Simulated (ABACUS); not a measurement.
## As under changes of volume

One of the cells (21.530 Å³/atom); the others are scaled copies at fixed shape and fractional positions:

```xyz
2
Lattice="1.8808 1.0859 3.5141 -1.8808 1.0859 3.5141 0.0000 -2.1718 3.5141" Properties=species:S:1:pos:R:3 pbc="T T T"
As    0.0000    0.0000    2.3825
As    0.0000    0.0000    8.1597
```

```yaml
Program: ABACUS 3.10.1
Functional: PBE
Potentials_or_basis: PseudoDojo NC SR 0.4.1 PBE standard
Cutoff: 1143 eV
Density_cutoff: 4572 eV
Basis: plane waves
k_mesh: 9 × 9 × 9
Occupations: fermi-dirac, width 0.05 eV
Spin: no spin polarisation
```

| volume (Å³/atom) | energy over the lowest point (meV/atom) | pressure (GPa) | largest force (eV/Å) |
| --- | --- | --- | --- |
| 20.239 | 65.53 | 9.7 | 0.901 |
| 20.669 | ? | ? | ? |
| 21.100 | 24.93 | 5.6 | 0.583 |
| 21.530 | 12.35 | 3.8 | 0.440 |
| 21.961 | 4.27 | 2.2 | 0.305 |
| 22.392 | 0.28 | 0.8 | 0.178 |
| 22.822 | 0.00 | -0.5 | 0.059 |

**Question.** What does the run at 20.669 Å³/atom give?

**Answer.** Energy over the lowest point 42.49 meV/atom; pressure 7.5 GPa; largest force 0.737 eV/Å.

Worked out: A Birch-Murnaghan fit of order 3 (a polynomial in V^(-2/3)) to the other rows has its minimum at 22.64 Å³/atom with B0 = V·E''(V) = 69 GPa and B' = 4.1 at fixed shape and positions, which overstates the stiffness. It gives 42.51 meV/atom at 20.669 Å³/atom, against the run's 42.49, and -dE/dV = 7.5 GPa, against 7.5.

Energies are extrapolated to zero smearing.
